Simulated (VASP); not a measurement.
# Cs (Fm-3m) in VASP: further runs, part 2 of 2

VASP 6.6.1.

## (3) Single point, PBE

This run uses another cell than the first one, of 118.04 Å³/atom, 1.066 times its volume.

File INCAR:

```
SYSTEM = Cs
PREC = Accurate
ENCUT = 520
EDIFF = 1E-6
ISMEAR = 0
SIGMA = 0.05
LREAL = .FALSE.
LASPH = .TRUE.
NELM = 100
ALGO = Normal
ISIF = 2
LWAVE = .FALSE.
LCHARG = .FALSE.
GGA = PE
NBANDS = 10
```

File KPOINTS:

```
regular mesh
0
G
  10 10 10
  0 0 0
```

File POSCAR:

```
Cs
1.0
    0.0000000000      3.8934002340      3.8934002340
    3.8934002340      0.0000000000      3.8934002340
    3.8934002340      3.8934002340      0.0000000000
Cs
1
Direct
    0.0000000000      0.0000000000      0.0000000000
```

Potentials or basis: VASP PAW PBE potentials, release 64 (Cs_sv).

The run is started by

```
cat potpaw_PBE.64/Cs_sv/POTCAR > POTCAR
mpirun -np 1 vasp_std > vasp.out
```

OUTCAR:

```text
SYSTEM = Cs
   PREC = Accurate
   ENCUT = 520
   EDIFF = 1E-6
   ISMEAR = 0
   LREAL = .FALSE.
   LASPH = .TRUE.
   NELM = 100
   ISIF = 2
   GGA = PE

 ion  position               nearest neighbor table
   1  0.000  0.000  0.000-

  LATTYP: Found a face centered cubic cell.
 ALAT       =     7.7868004680

  Lattice vectors:

 A1 = (   0.0000000000,   3.8934002340,   3.8934002340)
 A2 = (   3.8934002340,   0.0000000000,   3.8934002340)
 A3 = (   3.8934002340,   3.8934002340,   0.0000000000)

Analysis of symmetry for initial positions (statically):
=====================================================================
 Subroutine PRICEL returns:
 Original cell was already a primitive cell.

 Routine SETGRP: Setting up the symmetry group for a
 face centered cubic supercell.

 Subroutine GETGRP returns: Found 48 space group operations
 (whereof 48 operations were pure point group operations)
 out of a pool of 48 trial point group operations.

The static configuration has the point symmetry O_h .

Analysis of symmetry for dynamics (positions and initial velocities):
=====================================================================
 Subroutine PRICEL returns:
 Original cell was already a primitive cell.

 Routine SETGRP: Setting up the symmetry group for a
 face centered cubic supercell.

 Subroutine GETGRP returns: Found 48 space group operations
 (whereof 48 operations were pure point group operations)
 out of a pool of 48 trial point group operations.

The dynamic configuration has the point symmetry O_h .

 Subroutine INISYM returns: Found 48 space group operations
 (whereof 48 operations are pure point group operations),
 and found     1 'primitive' translations

----------------------------------------------------------------------------------------

                                     Primitive cell

  volume of cell :     118.0367

  direct lattice vectors                    reciprocal lattice vectors
     0.000000000  3.893400234  3.893400234    -0.128422451  0.128422451  0.128422451
     3.893400234  0.000000000  3.893400234     0.128422451 -0.128422451  0.128422451
     3.893400234  3.893400234  0.000000000     0.128422451  0.128422451 -0.128422451

  length of vectors
     5.506099415  5.506099415  5.506099415     0.222434210  0.222434210  0.222434210

  position of ions in fractional coordinates (direct lattice)
     0.000000000  0.000000000  0.000000000

  ion indices of the primitive-cell ions
   primitive index   ion index
                 1           1

----------------------------------------------------------------------------------------

 KPOINTS: regular mesh

Automatic generation of k-mesh.
 Grid dimensions read from file:
 generate k-points for:   10   10   10

 Generating k-lattice:

  Cartesian coordinates                     Fractional coordinates (reciprocal lattice)
    -0.012842245  0.012842245  0.012842245     0.100000000  0.000000000  0.000000000
     0.012842245 -0.012842245  0.012842245     0.000000000  0.100000000  0.000000000
     0.012842245  0.012842245 -0.012842245     0.000000000  0.000000000  0.100000000

  Length of vectors
     0.022243421  0.022243421  0.022243421

  Shift w.r.t. Gamma in fractional coordinates (k-lattice)
     0.000000000  0.000000000  0.000000000

 Subroutine IBZKPT returns following result:
 ===========================================

 Found     47 irreducible k-points:

 Following reciprocal coordinates:
            Coordinates               Weight
  0.000000  0.000000  0.000000      1.000000
  0.100000  0.000000  0.000000      8.000000
  0.200000  0.000000  0.000000      8.000000
  0.300000  0.000000  0.000000      8.000000
  0.400000  0.000000  0.000000      8.000000
  0.500000  0.000000  0.000000      4.000000
[... 16 lines left out ...]
  0.300000  0.300000  0.000000      6.000000
  0.400000  0.300000  0.000000     24.000000
 [... further k-points ...]
   k-points           NKPTS =     47   k-points in BZ     NKDIM =     47   number of bands    NBANDS=     10
   number of dos      NEDOS =    301   number of ions     NIONS =      1
   total plane-waves  NPLWV =  74088
   dimension x,y,z NGX =    42 NGY =   42 NGZ =   42
   dimension x,y,z NGXF=    84 NGYF=   84 NGZF=   84
   ions per type =               1
   NGX,Y,Z   is equivalent  to a cutoff of  12.68, 12.68, 12.68 a.u.
   NGXF,Y,Z  is equivalent  to a cutoff of  25.36, 25.36, 25.36 a.u.
 SYSTEM =  Cs
   PREC   = accura    normal or accurate (medium, high low for compatibility)
   ISTART =      0    job   : 0-new  1-cont  2-samecut
   ICHARG =      2    charge: 1-file 2-atom 10-const
   ISPIN  =      1    spin polarized calculation?
   LNONCOLLINEAR =      F non collinear calculations
   LSORBIT =      F    spin-orbit coupling
   LASPH  =      T    aspherical Exc in radial PAW
   ENCUT  =  520.0 eV  38.22 Ry    6.18 a.u.  10.24 10.24 10.24*2*pi/ulx,y,z
   NELM   =    100;   NELMIN=  2; NELMDL= -5     # of ELM steps
   EDIFF  = 0.1E-05   stopping-criterion for ELM
   LREAL  =      F    real-space projection
   EDIFFG = 0.1E-04   stopping-criterion for IOM
   NSW    =      0    number of steps for IOM
   IBRION =     -1    ionic relax: 0-MD 1-quasi-New 2-CG
   NFREE  =      0    steps in history (QN), initial steepest desc. (CG)
   ISIF   =      2    stress and relaxation
   ISYM   =      2    0-nonsym 1-usesym 2-fastsym
   POTIM  = 0.5000    time-step for ionic-motion
   TEBEG  =    0.0;   TEEND  =   0.0 temperature during run
   PSTRESS=    0.0 pullay stress
   NELECT =       9.0000    total number of electrons
   NUPDOWN=      -1.0000    fix difference up-down
   EMIN   =  10.00;   EMAX   =-10.00  energy-range for DOS
   EFERMI =   0.00;   METHOD = LEGACY
   ISMEAR =     0;   SIGMA  =   0.05  broadening in eV -4-tet -1-fermi 0-gaus
   EFERMI_NEDOS =   21; number of points for ismear=-14 and -15
   IALGO  =     38    algorithm
   IMIX   =      4    mixing-type and parameters
     AMIX     =   0.40;   BMIX     =  1.00
     AMIX_MAG =   1.60;   BMIX_MAG =  1.00
  volume/ion in A,a.u.               =     118.04       796.55
  Fermi-wavevector in a.u.,A,eV,Ry     =   0.694198  1.311844  6.556793  0.481911
  Thomas-Fermi vector in A             =   1.776624
   LORBIT       =      0    0 simple, 1 ext, 2 COOP (PROOUT), +10 PAW based schemes
   GGA     = PE    functional components
   LHFCALC =     F    Hartree Fock is set to
   AEXX    =    0.0000 exact exchange contribution
   IVDW    =     0    specifies the selected vdW correction
   LEPSILON=     F    determine dielectric tensor
   LRPA    =     F    only Hartree local field effects (RPA)
 non-spin polarized calculation
 Gauss-broadening in eV      SIGMA  =   0.05
  energy-cutoff  :      520.00
  volume of cell :      118.04
 maximum number of plane-waves:      3218
 NGX is ok and might be reduce to    42
   NGX = 21   NGY = 21   NGZ = 21

 number of electron       8.9999998 magnetization

 Free energy of the ion-electron system (eV)
  ---------------------------------------------------
  ext. energy  EPLUGINS =         0.00000000
  ---------------------------------------------------
  free energy    TOTEN  =        -0.85058425 eV

  energy without entropy =       -0.84863709  energy(sigma->0) =       -0.84961067

 E-fermi :   0.3727     XC(G=0):  -5.3414

 val. band max:        0.3667194142   @ k =   0.5000   0.0000   0.0000
 cond. band min:       0.3936814532   @ k =   0.5000   0.3000   0.1000
 fundamental gap:      0.0269620390
 Fermi energy:         0.3727334751

 k-point     1 :       0.0000    0.0000    0.0000
  band No.  band energies     occupation
      1     -23.4775      2.00000
      2     -10.2259      2.00000
      3     -10.2259      2.00000
      4     -10.2259      2.00000
      5      -1.2631      2.00000
      6       2.8228      0.00000
      7       2.8228      0.00000
      8       2.8228      0.00000
      9       3.8832      0.00000
     10       3.8832      0.00000
[... 287 lines left out ...]
 k-point    24 :       0.4000    0.3000    0.0000
  band No.  band energies     occupation
      1     -23.4718      2.00000
      2     -10.3204      2.00000
      3     -10.2645      2.00000
      4     -10.2607      2.00000
      5       0.1883      2.00000
      6       1.6200      0.00000
      7       2.0121      0.00000
      8       3.4969      0.00000
      9       3.6809      0.00000
     10       4.5767      0.00000

 [... further k-points ...]

------------------------ aborting loop because EDIFF is reached ----------------------------------------

  FORCE on cell =-STRESS in cart. coord.  units (eV):
  Direction    XX          YY          ZZ          XY          YZ          ZX
  --------------------------------------------------------------------------------------
  -------------------------------------------------------------------------------------
  Total       -0.0082581     -0.0082581     -0.0082581      0.0000000      0.0000000      0.0000000
  in kB       -0.1120916     -0.1120916     -0.1120916      0.0000000      0.0000000      0.0000000
  external PRESSURE =      -0.1120916 kB  Pullay stress =       0.0000000 kB

 VOLUME and BASIS-vectors are now :
 -----------------------------------------------------------------------------
  energy-cutoff  :      520.00
  volume of cell :      118.04
      direct lattice vectors                 reciprocal lattice vectors
     0.000000000  3.893400234  3.893400234    -0.128422451  0.128422451  0.128422451
     3.893400234  0.000000000  3.893400234     0.128422451 -0.128422451  0.128422451
     3.893400234  3.893400234  0.000000000     0.128422451  0.128422451 -0.128422451

 POSITION                                       TOTAL-FORCE (eV/Angst)
 -----------------------------------------------------------------------------------
      0.00000      0.00000      0.00000         0.000000      0.000000      0.000000
 -----------------------------------------------------------------------------------
    total drift:                               -0.000000      0.000000     -0.000000

  FREE ENERGIE OF THE ION-ELECTRON SYSTEM (eV)
  ---------------------------------------------------
  free  energy   TOTEN  =        -0.8505842515 eV

  energy  without entropy=       -0.8486370861  energy(sigma->0) =       -0.84961067
```

OSZICAR:

```text
N       E                     dE             d eps       ncg     rms          rms(c)
DAV:   1     0.529604875000E+02    0.52960E+02   -0.28722E+03   940   0.620E+02
DAV:   2     0.383014384275E+01   -0.49130E+02   -0.47757E+02  1288   0.106E+02
DAV:   3    -0.781765645976E+00   -0.46119E+01   -0.46062E+01  1090   0.394E+01
DAV:   4    -0.848725797459E+00   -0.66960E-01   -0.66947E-01  1254   0.541E+00
DAV:   5    -0.849039159663E+00   -0.31336E-03   -0.31336E-03  1236   0.348E-01    0.125E-01
DAV:   6    -0.849576455254E+00   -0.53730E-03   -0.13059E-03  1230   0.175E-01    0.866E-02
DAV:   7    -0.850496457255E+00   -0.92000E-03   -0.32364E-03  1032   0.285E-01    0.348E-02
DAV:   8    -0.850583360896E+00   -0.86904E-04   -0.11432E-04  1096   0.677E-02    0.448E-03
DAV:   9    -0.850585063240E+00   -0.17023E-05   -0.53664E-06  1462   0.116E-02    0.332E-03
DAV:  10    -0.850584251486E+00    0.81175E-06   -0.12734E-06  1064   0.503E-03
   1 F= -.85058425E+00 E0= -.84961067E+00  d E =-.194717E-02
```

Run time: 33 s. Hardware: 1 thread of Intel Xeon Platinum 8488C (Sapphire Rapids), shared host; peak memory 0.25 GiB.

Results:

| Quantity | Value |
| --- | --- |
| Free energy | -0.8506 eV |
| Pressure | 0.0 GPa |
| Band gap on the k mesh | none (metal or under the smearing width) |

Spin-orbit coupling is left out, which matters for the levels of Cs.

## (4) Single point, PBE

This run uses another cell than the first one, of 118.04 Å³/atom, 1.066 times its volume.

File INCAR:

```
PREC = Accurate
ENCUT = 520
EDIFF = 1E-6
ISMEAR = 0
SIGMA = 0.05
LREAL = F
LASPH = T
NELM = 80
ALGO = Normal
ISIF = 2
LWAVE = F
LCHARG = F
GGA = PE
NBANDS = 10
```

File KPOINTS:

```
Automatic mesh
0
Gamma
  10 10 10
```

POSCAR is that of step 3.

The run is started by

```
cat potpaw_PBE.64/Cs_sv/POTCAR > POTCAR
mpirun -np 1 vasp_std > vasp.out
```

It took 49 s on 1 thread of Intel Xeon Platinum 8488C (Sapphire Rapids), shared host; peak memory 0.26 GiB.

Results (log left out):

```
Free energy            : -0.8506 eV
Pressure               : 0.0 GPa
Band gap on the k mesh : none (metal or under the smearing width)
```

Levels at points of the mesh, in eV from the Fermi level:
| k point | band 1 | band 2 | band 3 | band 4 | band 5 | band 6 | band 7 | band 8 | band 9 | band 10 |
| --- | --- | --- | --- | --- | --- | --- | --- | --- | --- | --- |
| (0.00, 0.00, 0.00) | -23.85 | -10.60 | -10.60 | -10.60 | -1.64 | 2.45 | 2.45 | 2.45 | 3.51 | 3.51 |
| (0.50, 0.00, 0.00) | -23.84 | -10.72 | -10.62 | -10.62 | -0.01 | 0.76 | 2.31 | 2.31 | 4.28 | 4.28 |
| (0.50, 0.50, 0.00) | -23.84 | -10.72 | -10.64 | -10.64 | 0.30 | 1.07 | 1.41 | 3.96 | 3.96 | 4.24 |

The run has no spin-orbit coupling, so splittings on Cs are missing.

## (5) Single point, PBE

This run uses another cell than the first one, of 111.17 Å³/atom, 1.004 times its volume.

File INCAR:

```
SYSTEM = Cs
PREC = Accurate ; ENCUT = 520
EDIFF = 1E-7 ; ISMEAR = 0
SIGMA = 0.05 ; LREAL = .FALSE.
LASPH = .TRUE. ; NELM = 100
ALGO = Normal ; ISIF = 2
LWAVE = .FALSE. ; LCHARG = .FALSE.
GGA = PE ; NBANDS = 10
```

File KPOINTS:

```
Automatic mesh
0
G
  10 10 10
  0 0 0
```

File POSCAR:

```
Cs
1.0
    0.0000000000      3.8163365278      3.8163365278
    3.8163365278      0.0000000000      3.8163365278
    3.8163365278      3.8163365278      0.0000000000
Cs
1
Direct
    0.0000000000      0.0000000000      0.0000000000
```

Potentials or basis: VASP PAW PBE potentials, release 64 (Cs_sv).

The run is started by

```
cat potpaw_PBE.64/Cs_sv/POTCAR > POTCAR
mpirun -np 1 vasp_std > vasp.out
```

OUTCAR:

```text
SYSTEM = Cs
   PREC = Accurate
   ENCUT = 520
   EDIFF = 1E-7
   ISMEAR = 0
   LREAL = .FALSE.
   LASPH = .TRUE.
   NELM = 100
   ISIF = 2
   GGA = PE

 ion  position               nearest neighbor table
   1  0.000  0.000  0.000-

  LATTYP: Found a face centered cubic cell.
 ALAT       =     7.6326730556

  Lattice vectors:

 A1 = (   0.0000000000,   3.8163365278,   3.8163365278)
 A2 = (   3.8163365278,   0.0000000000,   3.8163365278)
 A3 = (   3.8163365278,   3.8163365278,   0.0000000000)

[... 490 lines left out ...]
     10       4.8661      0.00000

 [... further k-points ...]

------------------------ aborting loop because EDIFF is reached ----------------------------------------

  FORCE on cell =-STRESS in cart. coord.  units (eV):
  Direction    XX          YY          ZZ          XY          YZ          ZX
  --------------------------------------------------------------------------------------
  -------------------------------------------------------------------------------------
  Total        0.0817257      0.0817257      0.0817257     -0.0000000     -0.0000000      0.0000000
  in kB        1.1778758      1.1778758      1.1778758     -0.0000000     -0.0000000      0.0000000
  external PRESSURE =       1.1778758 kB  Pullay stress =       0.0000000 kB

 VOLUME and BASIS-vectors are now :
 -----------------------------------------------------------------------------
  energy-cutoff  :      520.00
  volume of cell :      111.17
      direct lattice vectors                 reciprocal lattice vectors
     0.000000000  3.816336528  3.816336528    -0.131015700  0.131015700  0.131015700
     3.816336528  0.000000000  3.816336528     0.131015700 -0.131015700  0.131015700
     3.816336528  3.816336528  0.000000000     0.131015700  0.131015700 -0.131015700

 POSITION                                       TOTAL-FORCE (eV/Angst)
 -----------------------------------------------------------------------------------
      0.00000      0.00000      0.00000         0.000000      0.000000     -0.000000
 -----------------------------------------------------------------------------------
    total drift:                               -0.000000     -0.000000     -0.000000

  FREE ENERGIE OF THE ION-ELECTRON SYSTEM (eV)
  ---------------------------------------------------
  free  energy   TOTEN  =        -0.8481132164 eV

  energy  without entropy=       -0.8461343146  energy(sigma->0) =       -0.84712377
```

Wall time 32 s (1 thread of Intel Xeon Platinum 8488C (Sapphire Rapids), shared host); peak memory 0.24 GiB.

What came out:

* Free energy: -0.8481 eV
* Pressure: 0.1 GPa
* Band gap on the k mesh: none (metal or under the smearing width)

The run has no spin-orbit coupling, so splittings on Cs are missing.

## (6) Summary

```csv
cell,gap on the mesh (eV),pressure (GPa)
"Fm-3m, 110.72 Å³/atom",none,0.1
"Fm-3m, 118.04 Å³/atom",none,0.0
"Fm-3m, 111.17 Å³/atom",none,0.1
```

Alike in all rows: task single point; level PBE; potentials or basis VASP PAW PBE potentials, release 64 (Cs_sv); no spin polarisation; k mesh 10 × 10 × 10; cutoff (eV) 520; smearing gaussian 0.05 eV.

Every run on the cell as given and a fine mesh finds a metal.

Absolute energies hang on the potentials; compare differences alone.
